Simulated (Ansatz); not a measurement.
## WSe2 (P-6m2), comparing deformations

The calculation used Ansatz, DFT r2SCAN, scalar-relativistic, plane waves, PAW. The runs took a 500 eV cutoff, a Γ-centred 12×12×2 mesh and Gaussian smearing (0.05 eV). Spin–orbit coupling is left out, which can shift energies with elements as heavy as these. No spin polarisation. Energies are free energies at this smearing, counted from the undisturbed cell; pressure is positive in compression.

Zero of the scan (relaxed at this level; this form isn't the usual structure):

```xyz
3
Lattice="3.3144 0.0000 0.0000 -1.6572 2.8703 0.0000 0.0000 0.0000 16.6587" Properties=species:S:1:pos:R:3 pbc="T T T"
W    -1.6572    2.8703    0.0000
Se    0.0000    1.9135    1.6609
Se    0.0000    1.9135   14.9978
```

The cell holds layers and no dispersion correction was added, so their binding is poorly described.

The cell is strained by ε times a Voigt pattern (xx, yy, zz, yz, xz, xy; engineering shear) with fractional coordinates fixed. τ = (1/V0) dE/dε comes from the stress tensor. Of each scan, only the three points used here are listed.

```
           pattern        ε  τ (GPa)
(1, 1, 0, 0, 0, 0)  -0.0150    -3.77
(1, 1, 0, 0, 0, 0)   0.0000     0.00
(1, 1, 0, 0, 0, 0)   0.0150     3.37
(0, 0, 1, 0, 0, 0)  -0.0150    -1.58
(0, 0, 1, 0, 0, 0)   0.0000     0.00
(0, 0, 1, 0, 0, 0)   0.0150     1.48
(0, 1, 0, 0, 0, 0)  -0.0200    -1.99
(0, 1, 0, 0, 0, 0)   0.0000     0.00
(0, 1, 0, 0, 0, 0)   0.0100     0.89
```

**Question.** Which constants do the scans give, and which deformation costs least for the same size of strain tensor?

**Answer.** The slope dτ/dε at zero (parabola through three points) is pᵀCp: (1, 1, 0, 0, 0, 0) gives C11 + C22 + 2 C12 = 238 GPa; (0, 0, 1, 0, 0, 0) gives C33 = 102 GPa; (0, 1, 0, 0, 0, 0) gives C22 = 93 GPa. The size of the strain tensor, ε:ε, is ε² times 2.0, 1.0, 1.0. Per unit of it the stiffnesses are 119, 102, 93 GPa, so (0, 1, 0, 0, 0, 0) is the softest of these: at ε:ε = (1 %)² the quadratic term costs 1.53 meV/atom against 1.96 for the stiffest. These are clamped-ion values.

Forces appear on the atoms along this scan, and letting them relax would lower the energy and soften the response.